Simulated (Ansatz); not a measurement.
# Energy, volume and coordination in SiGe₃

Method: Ansatz, DFT PBE, scalar-relativistic, plane waves, PAW. All cells share a 420 eV cutoff and Γ-centred k meshes spaced at most about 0.3 Å⁻¹ (about 0.25 or finer for metals, 2π included). No spin polarisation.

Temperature and zero-point effects are left out. Rows are sorted by volume; energies count from the lowest form computed. Coordination counts Ge atoms around Si (those within 1.25 times the shortest such distance or 1.15 times the sum of covalent radii; the shortest distance is added where it is long for a bond). The table shows 6 of 8 forms computed.

| row | form | source | atoms | coordination | V (Å³/atom) | gap on mesh (eV) | ΔE (meV/atom) |
| --- | --- | --- | --- | --- | --- | --- | --- |
| 1 | P-6m2 | invented | 4 | Si 6 from 2.8 Å | 18.2 | 0 | 403 |
| 2 | P4/mmm | invented | 4 | Si 8 from 2.9 Å | 18.4 | 0 | ? |
| 3 | Cmmm | invented | 4 | Si 10 from 2.9 Å | 18.5 | 0 | 420 |
| 4 | I-42d | invented | 8 | Si 4 | 22.9 | 0.37 | 0 |
| 5 | R-3m | invented | 8 | Si 3 | 22.9 | 0.16 | 1 |
| 6 | R3m | invented | 4 | Si 4 | 22.9 | 0.22 | 3 |

The cell of row 2:

```yaml
crystal:
  lattice:
    - [2.92532, 0.00000, 0.00000]
    - [0.00000, 2.92532, 0.00000]
    - [0.00000, 0.00000, 8.61698]
  atoms:
    - { symbol: Si, position: [0.50000, 0.50000, 0.50000] }
    - { symbol: Ge, position: [0.00000, 0.00000, 0.73335] }
    - { symbol: Ge, position: [0.50000, 0.50000, 0.00000] }
    - { symbol: Ge, position: [0.00000, 0.00000, 0.26665] }
```

Task: Estimate the missing energy, and say where the row ranks.

Result: 0.41 eV/atom, which puts it level, within the accuracy, with row 1 and below row 3. Counting Ge atoms around Si, row 2 has Si 8 from 2.9 Å and the lowest form (row 4) has Si 4.

An observed structure of this formula, if there is one, may be missing.

The k mesh leaves some 4 meV/atom of noise in the energy of each metallic cell. Kohn–Sham gaps at this level usually fall short of measured ones. Cells relaxed within their symmetry can be saddle points. Some candidate types were left out of the draw beforehand, so a known form may be missing.
